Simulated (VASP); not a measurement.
# GaP (F-43m) in VASP: a series of runs

The runs below take GaP through G0W0 quasiparticle levels, with PBE.

Everything below comes from runs of VASP 6.6.1. Logs are shortened: lines on timing, memory, paths and dates and some standing lists are left out, and cuts for length are marked.

### Step 1. The crystal as given

The structure is cubic, space group F-43m (No. 216). The conventional cell has a = 5.451 Å, b = 5.451 Å, c = 5.451 Å, α = 90.00°, β = 90.00°, γ = 90.00°. Ga (site symmetry -43m) is surrounded by 4 P at 2.36 Å. P (site symmetry -43m) has 4 Ga at 2.36 Å as nearest neighbours.

### Step 2. G0W0 quasiparticle levels, PBE

Input file POSCAR:

```
GaP
1.0
    0.0000000000      2.7252500000      2.7252500000
    2.7252500000      0.0000000000      2.7252500000
    2.7252500000      2.7252500000      0.0000000000
Ga P
1 1
Direct
    0.0000000000      0.0000000000      0.0000000000
    0.7500000000      0.7500000000      0.7500000000
```

Input file INCAR.step1:

```
ALGO = Normal
EDIFF = 1E-8
ENCUT = 520
GGA = PE
ISMEAR = 0
LASPH = T
LCHARG = F
LREAL = F
LWAVE = T
NELM = 100
PREC = Accurate
SIGMA = 0.01
```

Input file INCAR.step2:

```
ALGO = Exact
EDIFF = 1E-8
ENCUT = 520
GGA = PE
ISMEAR = 0
ISTART = 1
LASPH = T
LCHARG = F
LOPTICS = T
LREAL = F
LWAVE = T
NBANDS = 251
NELM = 1
PREC = Accurate
SIGMA = 0.01
```

Input file INCAR.step3:

```
ALGO = EVGW0
EDIFF = 1E-8
ENCUT = 520
ENCUTGW = 260
GGA = PE
ISMEAR = 0
ISTART = 1
LASPH = T
LCHARG = F
LREAL = F
LWAVE = F
NBANDS = 251
NBANDSGW = 17
NELMGW = 1
NOMEGA = 72
PREC = Accurate
PRECFOCK = Fast
SIGMA = 0.01
```

Input file KPOINTS:

```
k-points
0
Gamma
  5 5 5
```

Potentials or basis: VASP PAW PBE potentials, release 64 (Ga_d_GW, P_GW).

On the command line:

```
$ cat potpaw_PBE.64/Ga_d_GW/POTCAR potpaw_PBE.64/P_GW/POTCAR > POTCAR
$ cp INCAR.step1 INCAR
$ mpirun -np 1 vasp_std > vasp.out
$ cp INCAR.step2 INCAR
$ mpirun -np 1 vasp_std > vasp.out
$ cp INCAR.step3 INCAR
$ mpirun -np 1 vasp_std > vasp.out
```

OUTCAR:

```text
EDIFF = 1E-8
   ENCUT = 520
   ENCUTGW = 260
   GGA = PE
   ISMEAR = 0
   ISTART = 1
   LASPH = T
   LREAL = F
   NELMGW = 1
   PREC = Accurate
   PRECFOCK = Fast

 ion  position               nearest neighbor table
   1  0.000  0.000  0.000-   2 2.36   2 2.36   2 2.36   2 2.36
   2  0.750  0.750  0.750-   1 2.36   1 2.36   1 2.36   1 2.36

  LATTYP: Found a face centered cubic cell.
 ALAT       =     5.4505000000

  Lattice vectors:

 A1 = (   0.0000000000,   2.7252500000,   2.7252500000)
 A2 = (   2.7252500000,   0.0000000000,   2.7252500000)
 A3 = (   2.7252500000,   2.7252500000,   0.0000000000)

Analysis of symmetry for initial positions (statically):
=====================================================================
 Subroutine PRICEL returns:
 Original cell was already a primitive cell.

 Routine SETGRP: Setting up the symmetry group for a
 face centered cubic supercell.

 Subroutine GETGRP returns: Found 24 space group operations
 (whereof 24 operations were pure point group operations)
 out of a pool of 48 trial point group operations.

The static configuration has the point symmetry T_d .

Analysis of symmetry for dynamics (positions and initial velocities):
=====================================================================
 Subroutine PRICEL returns:
 Original cell was already a primitive cell.

 Routine SETGRP: Setting up the symmetry group for a
 face centered cubic supercell.

 Subroutine GETGRP returns: Found 24 space group operations
 (whereof 24 operations were pure point group operations)
 out of a pool of 48 trial point group operations.

The dynamic configuration has the point symmetry T_d .

 Subroutine INISYM returns: Found 24 space group operations
 (whereof 24 operations are pure point group operations),
 and found     1 'primitive' translations

----------------------------------------------------------------------------------------

                                     Primitive cell

  volume of cell :      40.4808

  direct lattice vectors                    reciprocal lattice vectors
     0.000000000  2.725250000  2.725250000    -0.183469406  0.183469406  0.183469406
     2.725250000  0.000000000  2.725250000     0.183469406 -0.183469406  0.183469406
     2.725250000  2.725250000  0.000000000     0.183469406  0.183469406 -0.183469406

  length of vectors
     3.854085511  3.854085511  3.854085511     0.317778334  0.317778334  0.317778334

  position of ions in fractional coordinates (direct lattice)
     0.000000000  0.000000000  0.000000000
     0.750000000  0.750000000  0.750000000

  ion indices of the primitive-cell ions
   primitive index   ion index
                 1           1
                 2           2

----------------------------------------------------------------------------------------

 KPOINTS: k-points

Automatic generation of k-mesh.
 Grid dimensions read from file:
 generate k-points for:    5    5    5

 Generating k-lattice:

  Cartesian coordinates                     Fractional coordinates (reciprocal lattice)
    -0.036693881  0.036693881  0.036693881     0.200000000  0.000000000  0.000000000
     0.036693881 -0.036693881  0.036693881     0.000000000  0.200000000  0.000000000
     0.036693881  0.036693881 -0.036693881     0.000000000  0.000000000  0.200000000

  Length of vectors
     0.063555667  0.063555667  0.063555667

  Shift w.r.t. Gamma in fractional coordinates (k-lattice)
     0.000000000  0.000000000  0.000000000

 Subroutine IBZKPT returns following result:
 ===========================================

 Found     10 irreducible k-points:

 Following reciprocal coordinates:
            Coordinates               Weight
  0.000000  0.000000  0.000000      1.000000
  0.200000  0.000000  0.000000      8.000000
  0.400000  0.000000  0.000000      8.000000
  0.200000  0.200000  0.000000      6.000000
  0.400000  0.200000  0.000000     24.000000
 -0.400000  0.200000  0.000000     24.000000
 -0.200000  0.200000  0.000000     12.000000
  0.400000  0.400000  0.000000      6.000000
 -0.400000  0.400000  0.000000     12.000000
 -0.400000  0.400000  0.200000     24.000000
   k-points           NKPTS =     10   k-points in BZ     NKDIM =    125   number of bands    NBANDS=    251
   number of dos      NEDOS =    301   number of ions     NIONS =      2
   total plane-waves  NPLWV =  27000
   dimension x,y,z NGX =    30 NGY =   30 NGZ =   30
   dimension x,y,z NGXF=    60 NGYF=   60 NGZF=   60
   ions per type =               1   1
   NGX,Y,Z   is equivalent  to a cutoff of  12.94, 12.94, 12.94 a.u.
   NGXF,Y,Z  is equivalent  to a cutoff of  25.88, 25.88, 25.88 a.u.
 SYSTEM =  unknown system
   PREC   = accura    normal or accurate (medium, high low for compatibility)
   ISTART =      1    job   : 0-new  1-cont  2-samecut
   ICHARG =      0    charge: 1-file 2-atom 10-const
   ISPIN  =      1    spin polarized calculation?
   LNONCOLLINEAR =      F non collinear calculations
   LSORBIT =      F    spin-orbit coupling
   LASPH  =      T    aspherical Exc in radial PAW
   ENCUT  =  520.0 eV  38.22 Ry    6.18 a.u.   7.17  7.17  7.17*2*pi/ulx,y,z
   NELM   =     60;   NELMIN=  2; NELMDL=  0     # of ELM steps
   EDIFF  = 0.1E-07   stopping-criterion for ELM
   LREAL  =      F    real-space projection
   EDIFFG = 0.1E-06   stopping-criterion for IOM
   NSW    =      0    number of steps for IOM
   IBRION =     -1    ionic relax: 0-MD 1-quasi-New 2-CG
   NFREE  =      0    steps in history (QN), initial steepest desc. (CG)
   ISIF   =      0    stress and relaxation
   ISYM   =      3    0-nonsym 1-usesym 2-fastsym
   POTIM  = 0.5000    time-step for ionic-motion
   TEBEG  =    0.0;   TEEND  =   0.0 temperature during run
   PSTRESS=    0.0 pullay stress
   NELECT =      18.0000    total number of electrons
   NUPDOWN=      -1.0000    fix difference up-down
   EMIN   =  10.00;   EMAX   =-10.00  energy-range for DOS
   EFERMI =   0.00;   METHOD = LEGACY
   ISMEAR =     0;   SIGMA  =   0.01  broadening in eV -4-tet -1-fermi 0-gaus
   EFERMI_NEDOS =   21; number of points for ismear=-14 and -15
   IALGO  =     38    algorithm
   IMIX   =      4    mixing-type and parameters
     AMIX     =   0.40;   BMIX     =  1.00
     AMIX_MAG =   1.60;   BMIX_MAG =  1.00
  volume/ion in A,a.u.               =      20.24       136.59
  Fermi-wavevector in a.u.,A,eV,Ry     =   1.249538  2.361284 21.243377  1.561344
  Thomas-Fermi vector in A             =   2.383574
   LORBIT       =      0    0 simple, 1 ext, 2 COOP (PROOUT), +10 PAW based schemes
   GGA     = PE    functional components
   LHFCALC =     T    Hartree Fock is set to
   PRECFOCK=fast      Normal, Fast or Accurate (Low or Medium for compatibility)
   ENCUT4O =  -1.0   cutoff for four orbital integrals eV
   NKREDX  =     1    reduce k-point grid by
   NKREDY  =     1    reduce k-point grid by
   NKREDZ  =     1    reduce k-point grid by
   AEXX    =    1.0000 exact exchange contribution
   HFSCREEN=    0.0000 screening length (either q_TF or 0.3 A-1)
   HFSCREENC=   0.0000 screening length for correlation (either q_TF or 0.3 A-1)
   ENCUTFOCK=  -1.0 apply spherical cutoff to Coloumb kernel
   IVDW    =     0    specifies the selected vdW correction
   LEPSILON=     F    determine dielectric tensor
   LRPA    =     F    only Hartree local field effects (RPA)
   LRPAFORCE           =     F    calculate RPA forces
   ENCUTGW             = 260.0    cutoff for response function in eV
   ENCUTGWSOFT         = 208.0    soft cutoff for Coulomb kernel in GW response function in eV
   ENCUTLF             =  -1.0    cutoff for local field effects
   NELMGW              =     1    number of iterations in solving QP/BSE equation
   NELMHF              =     1    number of iterations in the inner HF iteration
   NKREDLFX            =     1    NKREDLFY  =   1   NKREDLFZ  =   1
 non-spin polarized calculation
 Gauss-broadening in eV      SIGMA  =   0.01
  energy-cutoff  :      520.00
  volume of cell :       40.48
 maximum number of plane-waves:      1103
 NGX is ok and might be reduce to    30
  NGX = 16; NGY = 16; NGZ = 16
   NGX = 15   NGY = 15   NGZ = 15
 maximum number of plane-waves:       392

 QP shifts <psi_nk| G(iteration)W_0 |psi_nk>: iteration 1
 for sc-GW calculations column KS-energies equals QP-energies in previous step
 and V_xc(KS)=  KS-energies - (<T + V_ion + V_H > + <T+V_H+V_ion>^1  + <V_x>^1)

 k-point   1 :       0.0000    0.0000    0.0000
  band No.  KS-energies  QP-energies   sigma(KS)   V_xc(KS)     V^pw_x(r,r')   Z            occupation Imag(sigma)

      1     -10.1873     -12.3111     -24.7983     -21.6802     -34.9973       0.6811       2.0000       0.1395
      2     -10.1873     -12.3111     -24.7983     -21.6802     -34.9973       0.6811       2.0000       0.1395
      3     -10.1873     -12.3111     -24.7983     -21.6802     -34.9973       0.6811       2.0000       0.1395
      4     -10.0881     -12.2451     -24.9592     -21.8042     -35.1363       0.6836       2.0000       0.1141
      5     -10.0881     -12.2451     -24.9592     -21.8042     -35.1363       0.6836       2.0000       0.1141
      6      -8.1189      -8.6522     -12.2286     -11.3644     -18.6805       0.6170       2.0000       0.8468
[... 9 lines left out ...]
     16      14.0954      14.2642     -10.6061     -10.8328      -5.0115       0.7448       0.0000      -0.2297
     17      16.8130      16.6343      -8.4842      -8.2450      -2.4618       0.7469       0.0000      -0.4564

 k-point   2 :       0.2000    0.0000    0.0000
  band No.  KS-energies  QP-energies   sigma(KS)   V_xc(KS)     V^pw_x(r,r')   Z            occupation Imag(sigma)

      1     -10.2183     -12.3128     -24.5877     -21.5108     -34.7466       0.6807       2.0000       0.1555
      2     -10.1769     -12.3026     -24.8200     -21.7004     -35.0225       0.6814       2.0000       0.1391
      3     -10.1769     -12.3026     -24.8200     -21.7004     -35.0225       0.6814       2.0000       0.1391
      4     -10.0880     -12.2470     -24.9583     -21.8043     -35.1376       0.6845       2.0000       0.1142
      5     -10.0880     -12.2470     -24.9583     -21.8043     -35.1376       0.6845       2.0000       0.1142
      6      -7.6119      -8.2048     -12.5354     -11.6217     -18.8329       0.6489       2.0000       0.8184
[... 9 lines left out ...]
     16      14.4805      14.3207      -8.3866      -8.1752      -2.6172       0.7559       0.0000      -0.3064
     17      16.5167      16.3782      -8.7901      -8.6061      -2.7638       0.7523       0.0000      -0.4347

 k-point   3 :       0.4000    0.0000    0.0000
  band No.  KS-energies  QP-energies   sigma(KS)   V_xc(KS)     V^pw_x(r,r')   Z            occupation Imag(sigma)

      1     -10.2620     -12.3256     -24.3680     -21.3355     -34.4880       0.6805       2.0000       0.1733
      2     -10.1641     -12.2941     -24.8416     -21.7189     -35.0440       0.6821       2.0000       0.1383
      3     -10.1641     -12.2941     -24.8416     -21.7189     -35.0440       0.6821       2.0000       0.1383
      4     -10.0827     -12.2449     -24.9712     -21.8192     -35.1601       0.6860       2.0000       0.1149
      5     -10.0827     -12.2449     -24.9712     -21.8192     -35.1601       0.6860       2.0000       0.1149
      6      -6.3906      -7.0245     -13.1508     -12.2152     -19.0858       0.6775       2.0000       0.7200
[... 9 lines left out ...]
     16      14.8549      14.9304     -10.4800     -10.5812      -4.4543       0.7465       0.0000      -0.3520
     17      19.0643      19.0808     -10.6406     -10.6632      -3.5903       0.7296       0.0000      -0.7272

 k-point   4 :       0.2000    0.2000    0.0000
  band No.  KS-energies  QP-energies   sigma(KS)   V_xc(KS)     V^pw_x(r,r')   Z            occupation Imag(sigma)

      1     -10.2362     -12.3219     -24.5395     -21.4731     -34.6922       0.6802       2.0000       0.1581
      2     -10.1656     -12.2954     -24.8461     -21.7227     -35.0527       0.6819       2.0000       0.1385
      3     -10.1656     -12.2954     -24.8461     -21.7227     -35.0527       0.6819       2.0000       0.1385
      4     -10.0992     -12.2502     -24.9227     -21.7726     -35.0939       0.6828       2.0000       0.1159
      5     -10.0808     -12.2439     -24.9729     -21.8184     -35.1566       0.6857       2.0000       0.1136
      6      -7.4431      -8.0379     -12.5855     -11.6689     -18.8257       0.6489       2.0000       0.8026
[... 79 lines left out ...]
      2     -10.1287     -12.2784     -24.9296     -21.7984     -35.1507       0.6865       2.0000       0.1367
      3     -10.1287     -12.2784     -24.9296     -21.7984     -35.1507       0.6865       2.0000       0.1367
      4     -10.1202     -12.2591     -24.8516     -21.7106     -35.0110       0.6810       2.0000       0.1202
      5     -10.0686     -12.2365     -24.9939     -21.8412     -35.1879       0.6876       2.0000       0.1122
      6      -5.7240      -6.3403     -13.2116     -12.3080     -18.9093       0.6821       2.0000       0.6549
[... 9 lines left out ...]
     16      18.6332      18.6827     -11.2198     -11.2866      -4.3137       0.7411       0.0000      -0.7291
     17      18.6332      18.6827     -11.2198     -11.2866      -4.3137       0.7411       0.0000      -0.7291

 k-point   9 :      -0.4000    0.4000    0.0000
  band No.  KS-energies  QP-energies   sigma(KS)   V_xc(KS)     V^pw_x(r,r')   Z            occupation Imag(sigma)

      1     -10.2935     -12.3394     -24.3265     -21.3080     -34.4495       0.6778       2.0000       0.1759
      2     -10.1369     -12.2809     -24.8929     -21.7619     -35.1006       0.6847       2.0000       0.1355
      3     -10.1283     -12.2772     -24.9285     -21.8003     -35.1509       0.6869       2.0000       0.1370
      4     -10.1124     -12.2578     -24.8915     -21.7467     -35.0632       0.6822       2.0000       0.1190
      5     -10.0733     -12.2399     -24.9828     -21.8310     -35.1741       0.6874       2.0000       0.1124
      6      -5.1422      -5.7632     -13.6660     -12.7642     -19.2418       0.6886       2.0000       0.5971
[... 9 lines left out ...]
     16      18.4872      18.5501     -11.1530     -11.2387      -4.0198       0.7335       0.0000      -0.7170
     17      19.4836      19.5703     -11.1190     -11.2378      -3.9334       0.7293       0.0000      -0.7686

 k-point  10 :      -0.4000    0.4000    0.2000
  band No.  KS-energies  QP-energies   sigma(KS)   V_xc(KS)     V^pw_x(r,r')   Z            occupation Imag(sigma)

      1     -10.2819     -12.3291     -24.3389     -21.3212     -34.4643       0.6784       2.0000       0.1759
      2     -10.1501     -12.2940     -24.8805     -21.7500     -35.0875       0.6848       2.0000       0.1359
      3     -10.1329     -12.2771     -24.9045     -21.7760     -35.1195       0.6854       2.0000       0.1370
      4     -10.1034     -12.2510     -24.9139     -21.7680     -35.0895       0.6827       2.0000       0.1169
      5     -10.0786     -12.2400     -24.9699     -21.8198     -35.1581       0.6861       2.0000       0.1132
      6      -5.4409      -6.0714     -13.4975     -12.5809     -19.1353       0.6878       2.0000       0.6253
[... 9 lines left out ...]
     16      18.5069      18.5872     -11.2152     -11.3252      -3.9755       0.7300       0.0000      -0.7417
     17      19.0868      19.0334      -9.9887      -9.9164      -3.3000       0.7385       0.0000      -0.6386
```

It took 16 min on 1 thread of Intel Xeon Platinum 8375C at 2.90GHz (Ice Lake), shared host; peak memory 1.1 GiB.

Results:

| Property | Result |
| --- | --- |
| Band gap on the k mesh, mean-field level | 1.60 eV, indirect (least direct gap 1.82 eV) |
| Quasiparticle gap | 2.24 eV |
| Least direct quasiparticle gap | 2.70 eV |

Caveat: bands, screening cutoff and mesh are small and nothing is extrapolated, so the quasiparticle values aren't converged; an odd mesh through Γ misses points on the zone boundary, where band edges often lie.

(Part 1 of 3 ends here.)
